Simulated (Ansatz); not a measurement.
The system is V.

```
CELL_PARAMETERS angstrom
2.60429 0.00000 0.00000
-1.30215 2.25538 0.00000
0.00000 0.00000 4.72334
ATOMIC_POSITIONS crystal
V 0.33333 0.66667 0.25000
V 0.66667 0.33333 0.75000
```

This isn't the form of V at room conditions, which is bcc.

* Program: Ansatz 0.2.0
* Task: relaxation of cell and atoms
* Functional: PBE
* Dispersion: D3(BJ)
* Potentials or basis: Ansatz PAW
* Cutoff: 420 eV (not typed: the program's choice for these potentials)
* k mesh: 12 × 12 × 6
* Occupations: fermi-dirac, width 0.05 eV
* Spin: collinear spin, ferromagnetic start
* Starting moments: [2.0, 2.0] μB

At the start: volume 13.87 Å³/atom.

Q: Where does the relaxation end?

A: It ends after 6 steps and the volume is 13.21 Å³/atom (-4.8 %); space group P6_3/mmc (No. 194, to 0.05 Å); moment 0.00 μB per cell.

Step by step:
| step | energy change (eV) | largest force (eV/Å) | volume (Å³) |
| --- | --- | --- | --- |
| 1 | 0.0000 | 0.0000 | 27.74 |
| 2 | -0.0309 | 0.0000 | 26.02 |
| 3 | -0.0371 | 0.0000 | 26.49 |
| 4 | -0.0373 | 0.0000 | 26.44 |
| 5 | -0.0374 | 0.0000 | 26.42 |
| 6 | -0.0367 | 0.0000 | 26.42 |

Final structure:
```
V
1.0
     2.56672    0.00000    0.00000
    -1.28336    2.22284    0.00000
     0.00000    0.00000    4.62998
V
2
Cartesian
  0.0000 1.4819 1.1575
  1.2834 0.7409 3.4725
```

Caveat: the plane-wave basis is chosen anew once the cell has moved, so the energies of steps on either side of that aren't comparable; pairwise dispersion overbinds metals, which lowers pressure and volume; the starting moments weren't kept.
